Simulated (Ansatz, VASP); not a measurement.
**Two plane-wave programs on Sb**

```xyz
1
Lattice="0.0000 2.3127 2.3127 2.3127 0.0000 2.3127 2.3127 2.3127 0.0000" Properties=species:S:1:pos:R:3 pbc="T T T"
Sb    0.0000    0.0000    0.0000
```

Change from the starting cell: volume scaled by 1.01, PAW files.

Alike in both runs: task electric field gradients; functional PBEsol; k mesh 14 × 14 × 14; occupations fermi-dirac, width 0.03 eV; no spin polarisation.

|  | VASP | Ansatz |
| --- | --- | --- |
| version | VASP 6.6.1 | Ansatz 0.2.0 |
| potentials or method | VASP PAW PBE potentials, release 64 (Sb) | PAW with Ansatz's default frozen-core files, scalar-relativistic |
| plane-wave cutoff (eV) | 520 | 420 |
| valence electrons in the cell | 5 | 15 |

|  | VASP | Ansatz | Ansatz less VASP |
| --- | --- | --- | --- |
| pressure (GPa) | 4.2 | 4.2 | -0.04 |
| Vzz of the field gradient on the site that differs most (V/Å²) | 0.0 | 0.0 | 0.00 |

The two sets of potentials don't hold the same shells in valence. Ansatz warned: «gradients_without_spin_orbit».

Caveats: the PAW data sets were made with another functional, which shifts forces and pressure a little (VASP). The runs have no spin-orbit coupling, so splittings on Sb are missing.
